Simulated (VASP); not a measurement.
Input of a VASP 6.6.1 run:

POSCAR

```
CsI
1.0
    4.6081404514      0.0000000000      0.0000000000
    0.0000000000      4.6081404514      0.0000000000
    0.0000000000      0.0000000000      4.5689712576
Cs I
1 1
Direct
    0.0000000000      0.0000000000      0.0000000000
    0.5000000000      0.5000000000      0.5000000000
```

Contents of INCAR.step1:

```
PREC = Accurate
ENCUT = 520
EDIFF = 1E-5
ISMEAR = 0
SIGMA = 0.01
LREAL = F
LASPH = T
NELM = 100
ALGO = Normal
ISIF = 2
LWAVE = T
GGA = PE
NBANDS = 15
```

INCAR.step2

```
PREC = Accurate
ENCUT = 520
EDIFF = 1E-6
ISMEAR = 0
SIGMA = 0.01
LREAL = F
LASPH = T
NELM = 100
ALGO = Normal
ISIF = 2
LWAVE = F
LCHARG = T
GGA = PE
LHFCALC = T
HFSCREEN = 0.2079
PRECFOCK = Normal
LELF = T
LVHAR = T
ISTART = 1
NBANDS = 15
```

KPOINTS

```
Automatic mesh
0
Gamma
  4 4 4
```

Potentials or basis: VASP PAW PBE potentials, release 64 (Cs_sv, I).

Run with:

```sh
$ cat potpaw_PBE.64/Cs_sv/POTCAR potpaw_PBE.64/I/POTCAR > POTCAR
$ cp INCAR.step1 INCAR
$ mpirun -np 1 vasp_std > vasp.out
$ cp INCAR.step2 INCAR
$ mpirun -np 1 vasp_std > vasp.out
```

Predict the band gap on the k mesh.

4.78 eV, indirect (least direct gap 4.87 eV).

Predict the pressure.

0.3 GPa.

Stress tensor (GPa, compression positive):
```
0.25 0.00 0.00
0.00 0.25 0.00
0.00 0.00 0.41
```

Caveat: the PAW data sets were made with another functional, which shifts forces and pressure a little; spin-orbit coupling is left out, which moves the levels of the heavy elements. A k mesh can miss the band edges.
